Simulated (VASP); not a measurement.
Set up this calculation in VASP 6.6.1, as the native input.

* Task: single point
* Functional: PBE
* Potentials or basis: VASP PAW PBE potentials, release 64 (Al)
* Cutoff: 520 eV
* k mesh: 24 × 24 × 24
* Occupations: gaussian, width 0.1 eV
* Spin: no spin polarisation
* Further INCAR settings: ALGO = Fast; EDIFF = 1e-07; NBANDS = 8

The structure of Al lies in POSCAR:

```
Al                                      
1.0
    0.0000000000      1.9991394422      1.9991394422
    1.9991394422      0.0000000000      1.9991394422
    1.9991394422      1.9991394422      0.0000000000
  Al            
     1
Direct
     0.0000000000000000    0.0000000000000000    0.0000000000000000
```

The cell isn't the ideal one: a relaxed cell with its volume scaled by 0.97.

The input as run:

INCAR

```
PREC = Accurate
ENCUT = 520
EDIFF = 1E-7
ISMEAR = 0
SIGMA = 0.1
LREAL = False
LASPH = True
NELM = 80
ALGO = Fast
ISIF = 2
LWAVE = False
LCHARG = False
GGA = PE
NBANDS = 8
```

KPOINTS

```
regular mesh
0
Gamma
  24 24 24
```

Potentials or basis: VASP PAW PBE potentials, release 64 (Al).

Run with:

```sh
$ cat potpaw_PBE.64/Al/POTCAR > POTCAR
$ mpirun -np 1 vasp_std > vasp.out
```

Results of the run:

```
Pressure               : 2.5 GPa
Band gap on the k mesh : none (metal or under the smearing width)
```

It took 26 s on 1 thread of Intel(R) Xeon(R) Platinum 8488C (Sapphire Rapids), on a shared host, peak memory 0.17 GiB.
